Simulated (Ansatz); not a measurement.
SCF convergence of In2Sb against the mixing step

These are results of DFT r2SCAN, scalar-relativistic, plane waves, PAW in Ansatz, not measurements.

```yaml
crystal:
  lattice:
    - [5.37990, 0.00000, 0.00000]
    - [-2.68995, 4.65913, 0.00000]
    - [0.00000, 0.00000, 6.72255]
  atoms:
    - { symbol: In, position: [0.66667, 0.33333, 0.25000] }
    - { symbol: In, position: [0.33333, 0.66667, 0.75000] }
    - { symbol: In, position: [0.00000, 0.00000, 0.50000] }
    - { symbol: In, position: [0.00000, 0.00000, 0.00000] }
    - { symbol: Sb, position: [0.66667, 0.33333, 0.75000] }
    - { symbol: Sb, position: [0.33333, 0.66667, 0.25000] }
```

* plane-wave cutoff: 500 eV
* Γ-centred k-mesh: 12×12×6
* occupation rule: Gaussian smearing, 0.1 eV
* spin treatment: unpolarised

Each run starts from superposed atomic densities and uses the program's default quasi-Newton mixer with a history of 8 with its automatic preconditioner, at most 120 iterations and the default threshold on the density residual; only the mixing step differs.

```csv
mixing step,iterations,converged,"density residual (eV) at iterations 1, 3, 5"
0.02,10,yes,0.63 0.36 0.0091
0.05,10,yes,0.63 0.088 0.0024
0.1,10,yes,0.63 0.047 0.00083
0.6,9,yes,0.63 0.0043 7.6e-05
0.8,8,yes,0.63 0.0059 7.1e-05
```

Cost: 5 runs of about 3.3 core-minutes in all, on Intel Xeon 6975P-C (Granite Rapids) (shared hosts).